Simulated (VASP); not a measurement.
Set up this calculation in VASP 6.6.1, as the native input.

```
Task                   : single point
Functional             : PBE
Potentials or basis    : VASP PAW PBE potentials, release 64 (Cd, S)
Cutoff                 : 520 eV
k mesh                 : 6 × 6 × 6
Occupations            : gaussian, width 0.1 eV
Spin                   : no spin polarisation
Dipole correction      : no
Further INCAR settings : ALGO = Fast; EDIFF = 1e-06; NBANDS = 16
```

The structure of CdS lies in POSCAR:

```
CdS
1.0
    0.0000000000      2.9165000000      2.9165000000
    2.9165000000      0.0000000000      2.9165000000
    2.9165000000      2.9165000000      0.0000000000
Cd S
1 1
Direct
    0.0000000000      0.0000000000      0.0000000000
    0.2500000000      0.2500000000      0.2500000000
```

The input as run:

INCAR

```
SYSTEM = CdS
  PREC = Accurate
  ENCUT = 520
  EDIFF = 1E-6
  ISMEAR = 0
  SIGMA = 0.1
  LREAL = .False.
  LASPH = .True.
  NELM = 100
  ALGO = Fast
  ISIF = 2
  LWAVE = .False.
  LCHARG = .False.
  GGA = PE
  NBANDS = 16
```

KPOINTS

```
Automatic mesh
0
Gamma
  6 6 6
  0 0 0
```

Potentials or basis: VASP PAW PBE potentials, release 64 (Cd, S).

Run with:

```sh
$ cat potpaw_PBE.64/Cd/POTCAR potpaw_PBE.64/S/POTCAR > POTCAR
$ mpirun -np 1 vasp_std > vasp.out
```

Results of the run:

| Property | Result |
| --- | --- |
| Pressure | 3.2 GPa |
| Band gap on the k mesh | 1.15 eV, direct |

It took 28 s on 1 thread of Intel(R) Xeon(R) Platinum 8375C CPU @ 2.90GHz (Ice Lake) (shared host), peak memory 0.17 GiB.
